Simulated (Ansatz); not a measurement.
Computed with Ansatz 0.2.0, DFT PBE, scalar-relativistic, plane waves, PAW. All cells share a 420 eV cutoff and Γ-centred k meshes spaced at most about 0.3 Å⁻¹ (about 0.25 or finer for metals, 2π included). No spin polarisation.

Each guess is relaxed in cell and atoms at zero pressure, on a coarse mesh first where it starts far from rest and then on a converged one. The steps can't lower the symmetry of the start, but it can rise. Energies are static (0 K, no zero-point motion).

Two unrelaxed guesses for Ti₅C:

Guess 1.

```
Ti C
1.0
     4.11278    0.00000    0.00000
    -2.05639    3.56177    0.00000
     0.00000    0.00000    6.86232
Ti C
5 1
Direct
  0.00000 0.00000 0.23015
  0.00000 0.00000 0.76985
  0.50000 0.00000 0.00000
  0.00000 0.50000 0.00000
  0.50000 0.50000 0.00000
  0.00000 0.00000 0.00000
```

Guess 2.

```
Ti C
1.0
     0.00000    3.50867    3.50867
     3.50867    0.00000    3.50867
     3.50867    3.50867    0.00000
Ti C
5 1
Direct
  0.37197 0.87601 0.87601
  0.87601 0.87601 0.87601
  0.25000 0.25000 0.25000
  0.87601 0.87601 0.37197
  0.87601 0.37197 0.87601
  0.50000 0.50000 0.50000
```

Question: Where do they end, and which end is lower?

Answer: Guess 1 ends lower, by 154 meV/atom. Guess 1: P6/mmm at 16.8 Å³/atom → P6/mmm at 24.4 Å³/atom; Guess 2: F-43m at 14.4 Å³/atom → F-43m at 16.0 Å³/atom. Counting Ti atoms around C (those within 1.25 times the shortest such distance or 1.15 times the sum of covalent radii, 1.27 where that leaves under three; a plus sign parts nearer from farther groups; the shortest distance is added where it exceeds 1.18 times the sum of covalent radii), the end of guess 1 has C 2+6 and the end of guess 2 has C 16 from 3.0 Å. End of guess 1. Conventional cell: a = 4.791 Å, c = 7.379 Å. Ti on a site of symmetry 6mm has 1 C at 1.91 Å, 6 Ti at 3.06 Å and 1 Ti at 3.56 Å; Ti on a site of symmetry mmm is surrounded by 4 Ti at 2.40 Å, 2 C at 2.40 Å and 4 Ti at 3.06 Å; around C lie 2 Ti at 1.91 Å and 6 Ti at 2.40 Å. End of guess 2. Conventional cell: a = 7.262 Å. Ti on a site of symmetry 3m has 6 Ti at 2.52–2.62 Å, 3 Ti at 3.01 Å and 3 C at 3.02 Å; Ti on a site of symmetry -43m has 12 Ti at 3.01 Å and 4 C at 3.14 Å; C has 16 Ti at 3.02–3.14 Å.

Ends held by symmetry can be saddle points. Neither end is the lowest form computed: that has space group P-62m (No. 189) and lies 0.65 eV/atom below the better end. Even the lowest of the cells shown lies +0.97 eV/atom against the elements. Some structure types and database cells were kept out of the candidates from the start, so a known form may be missing.
